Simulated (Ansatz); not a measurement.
## Harmonic thermodynamics of Mo at 0.98 times its equilibrium volume

Method: DFT PBE, scalar-relativistic, plane waves, PAW (Ansatz 0.2.0). Plane waves to 420 eV; Γ-centred k mesh 20×20×20; Fermi-Dirac smearing of 0.15 eV. No spin polarisation. Phonons by linear response, acoustic sum rule imposed.

The cell, relaxed in shape and atoms at 0.98 times its equilibrium volume:
```cif
data_structure
_symmetry_space_group_name_H-M 'Im-3m'
_symmetry_Int_Tables_number 229
_cell_length_a 3.1402
_cell_length_b 3.1402
_cell_length_c 3.1402
_cell_angle_alpha 90.000
_cell_angle_beta 90.000
_cell_angle_gamma 90.000
_cell_volume 30.97
loop_
_atom_site_label
_atom_site_type_symbol
_atom_site_symmetry_multiplicity
_atom_site_Wyckoff_symbol
_atom_site_fract_x
_atom_site_fract_y
_atom_site_fract_z
_atom_site_occupancy
Mo1 Mo 2 a 0.00000 0.00000 0.00000 1
```

In a metal, frequencies and elastic constants depend on the k mesh and the smearing, soft modes and shear constants most. The q mesh is coarse, so values between its points are rough.

Force constants from linear response on a 2×2×2 q mesh, interpolated to a fine mesh.

Phonon density of states, in bins of 5 cm⁻¹:
| bin centre (cm⁻¹) | share of modes (%) |
| --- | --- |
| 2.5 | 0.0 |
| 7.5 | 0.0 |
| 12.5 | 0.0 |
| 17.5 | 0.0 |
| 22.5 | 0.0 |
| 27.5 | 0.0 |
| 32.5 | 0.0 |
| 37.5 | 0.1 |
| 42.5 | 0.1 |
| 47.5 | 0.1 |
| 52.5 | 0.1 |
| 57.5 | 0.2 |
| 62.5 | 0.2 |
| 67.5 | 0.2 |
| 72.5 | 0.3 |
| 77.5 | 0.3 |
| 82.5 | 0.4 |
| 87.5 | 0.4 |
| 92.5 | 0.5 |
| 97.5 | 0.6 |
| 102.5 | 0.7 |
| 107.5 | 0.8 |
| 112.5 | 0.9 |
| 117.5 | 1.0 |
| 122.5 | 1.1 |
| 127.5 | 1.3 |
| 132.5 | 1.5 |
| 137.5 | 1.8 |
| 142.5 | 2.1 |
| 147.5 | 2.5 |
| 152.5 | 3.4 |
| 157.5 | 4.0 |
| 162.5 | 4.5 |
| 167.5 | 5.3 |
| 172.5 | 5.6 |
| 177.5 | 4.6 |
| 182.5 | 4.5 |
| 187.5 | 4.8 |
| 192.5 | 4.8 |
| 197.5 | 3.5 |
| 202.5 | 3.0 |
| 207.5 | 2.7 |
| 212.5 | 2.5 |
| 217.5 | 2.4 |
| 222.5 | 2.5 |
| 227.5 | 2.8 |
| 232.5 | 3.3 |
| 237.5 | 3.2 |
| 242.5 | 3.1 |
| 247.5 | 3.5 |
| 252.5 | 4.1 |
| 257.5 | 2.7 |
| 262.5 | 1.7 |
| 267.5 | 0.6 |

(1) What is the zero-point energy per atom?

(2) How large are the vibrational entropy and heat capacity at 300 K?

(3) Tabulate them against temperature.

Results:

(1) 34.9 meV.

(2) S = 3.52 k_B and C_V = 2.80 k_B per atom, 93 % of the Dulong–Petit value.

(3)
```
T (K) F_vib (meV/atom) S (k_B/atom) C_V (k_B/atom)
  100              32.6          0.91            1.70
  200              17.9          2.43            2.57
  300              -8.0          3.52            2.80
  400             -42.1          4.34            2.88
  500             -82.3          4.99            2.92
  600            -127.7          5.52            2.95
  700            -177.3          5.98            2.96
  800            -230.6          6.37            2.97
  900            -287.0          6.72            2.98
 1000            -346.4          7.04            2.98
```

Cost: 1 run of about 0.9 core-minutes, on Intel Xeon Platinum 8488C (Sapphire Rapids) (shared hosts).